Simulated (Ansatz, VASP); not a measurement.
## Al in VASP and in Ansatz

Contents of INCAR:

```
SYSTEM = Al
ALGO = Normal
EDIFF = 1E-7
ENCUT = 520
GGA = CA
ISIF = 2
ISMEAR = -1
LASPH = .TRUE.
LCHARG = .FALSE.
LREAL = .FALSE.
LWAVE = .FALSE.
NBANDS = 10
NELM = 60
PREC = Accurate
SIGMA = 0.05
```

File KPOINTS:

```
k-points
0
G
  11 11 6
  0 0 0
```

Contents of POSCAR:

```
Al
1.0
    2.8494655872      0.0000000000      0.0000000000
   -1.4247327935      2.4677095857      0.0000000000
    0.0000000000      0.0000000000      4.9308948445
Al
2
Direct
    0.3333333333      0.6666666667      0.2500000000
    0.6666666667      0.3333333333      0.7500000000
```

Contents of input.yaml:

```yaml
crystal:
  lattice:
    - [2.8494655872, 0.0, 0.0]
    - [-1.4247327935, 2.4677095857, 0.0]
    - [0.0, 0.0, 4.9308948445]
  atoms:
    - { symbol: Al, position: [0.3333333333, 0.6666666667, 0.25] }
    - { symbol: Al, position: [0.6666666667, 0.3333333333, 0.75] }
hamiltonian:
  xc: lda
  pseudopotentials: { kind: paw }
kpoints:
  mp_grid: { grid: [11, 11, 6] }
scf:
  occupations: { method: fermi_dirac, width: 0.05 }
output:
  forces: true
  stress: true
  eigenvalues: true
```

This isn't the form of Al at room conditions, which is fcc.

Alike in both runs: task single point; functional LDA; k mesh 11 × 11 × 6; occupations fermi-dirac, width 0.05 eV; no spin polarisation.

|  | VASP | Ansatz |
| --- | --- | --- |
| version | VASP 6.6.1 | Ansatz 0.2.0 |
| potentials or method | VASP PAW LDA potentials, release 64 (Al) | Ansatz PAW |
| plane-wave cutoff (eV) | 520 | 420 |
| valence electrons in the cell | 6 | 6 |

|  | VASP | Ansatz | Ansatz less VASP |
| --- | --- | --- | --- |
| gap on the k mesh at the Fermi level (eV) | none | none | - |
| pressure (GPa) | -5.4 | -5.4 | -0.03 |
| largest component of the traceless stress (GPa) | 2.17 | 2.15 | -0.013 |

A gap of «none» marks a metal or a gap that the smearing closes.

Caveats: the PAW data sets come from PBE, with cores solved anew for the run's functional, which leaves a small shift of forces and pressure (Ansatz).
